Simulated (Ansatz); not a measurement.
# BP: energy along a strain

BP, F-43m, a = 4.538 Å (as given, not relaxed at this level: -0.2 GPa). Ansatz: r2SCAN, PAW, 500 eV, Γ-centred 10×10×10 mesh on 2 atoms, Gaussian smearing 0.05 eV; no spin polarisation. Cell vectors (Å): 0.000 2.269 2.269; 2.269 0.000 2.269; 2.269 2.269 0.000. The cell is strained by x per cent times the pattern (0 1 0 0 0 0) in the order xx yy zz yz xz xy (engineering shears), with fractional coordinates held. y is the free energy over the start, V0 = 11.682 Å³/atom.

| x (%) | y (meV/atom) |
| --- | --- |
| -2.00 | ? |
| -1.50 | 2.81 |
| -1.00 | 1.20 |
| -0.50 | 0.27 |
| 0.00 | 0.00 |
| 0.50 | 0.39 |
| 1.00 | 1.42 |
| 1.50 | 3.10 |
| 1.75 | 4.18 |
| 2.00 | 5.42 |

Fit y = c1 x + c2 x² + c3 x³ to the other rows, get the stiffness along the pattern, and predict the missing energy.

Least squares on the rows shown. y = 0.1182 x + 1.313 x² − 0.008962 x³. The clamped-ion stiffness p·C·p = 2 × 13.13 eV × 160.2 / 11.682 Å³ = 360 GPa, which is C22 in these axes (C11 of the cubic crystal); c1 is there for the stress left in the start, which by itself gives a slope of 0.12 meV/atom per %. At x = -2.00 the fit asked for gives 5.09 meV/atom. The run gave 5.10 meV/atom, so the fit is 0.01 meV/atom too low, a small miss on the scale of the series.